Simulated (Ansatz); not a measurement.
# ZnF2 — quadrupolar parameters

The cell is a Materials Project structure (computed, not necessarily an observed phase), whose atoms a relaxation with PBE at fixed cell left in place.

```cif
data_structure
_symmetry_space_group_name_H-M 'P 1'
_symmetry_Int_Tables_number 1
_cell_length_a 4.7029
_cell_length_b 4.7029
_cell_length_c 3.1329
_cell_angle_alpha 90.000
_cell_angle_beta 90.000
_cell_angle_gamma 90.000
_cell_volume 69.29
loop_
_atom_site_label
_atom_site_type_symbol
_atom_site_fract_x
_atom_site_fract_y
_atom_site_fract_z
_atom_site_occupancy
Zn1 Zn 0.50000 0.50000 0.50000 1
Zn2 Zn 0.00000 0.00000 0.00000 1
F3 F 0.69686 0.69686 0.00000 1
F4 F 0.80314 0.19686 0.50000 1
F5 F 0.30314 0.30314 0.00000 1
F6 F 0.19686 0.80314 0.50000 1
```

Sites (sets of like atoms) are named by element and the number of their first atom in this list.

Level of theory: DFT, PBE, plane waves and PAW, scalar-relativistic, 420 eV cutoff, Γ-centred 7×7×11 k-points, Fermi–Dirac smearing 0.01 eV (Ansatz 0.2.0).

V_zz is the principal component of the electric field gradient with the largest magnitude, η = (V_xx − V_yy)/V_zz and C_Q = eQV_zz/h.

⁶⁷Zn: I = 5/2, Q = 122.0 mb. Q values from Pyykkö, Mol. Phys. 116, 1328 (2018).

| site | atoms (order as listed) | first shell | V_zz (10²¹ V/m²) | η | C_Q (MHz) |
| --- | --- | --- | --- | --- | --- |
| Zn | 1, 2 | 6 F at 2.02–2.04 Å | 2.11 | 0.03 | 6.22 |
| F | 3, 4, 5, 6 | 3 Zn at 2.02–2.04 Å | -8.97 | 0.42 | – |

At F V_zz stands upright on the plane through its three neighbours (within 1°).

F has no stable isotope with a ground-state quadrupole moment in the table, so no C_Q is given.

At this cell the PBE pressure is 6 GPa, so with PBE the cell would grow if it were relaxed. The entry's cell may itself be off.

The relaxation (2 steps) took 10 s of wall time (10 s of CPU time) and 0.42 GiB at its peak, on 1 thread of Arm Neoverse V2 (aarch64; 8 cores open to the job, memory cap 3.0 GiB, no GPU), a shared host with a load of 0.3 a core.
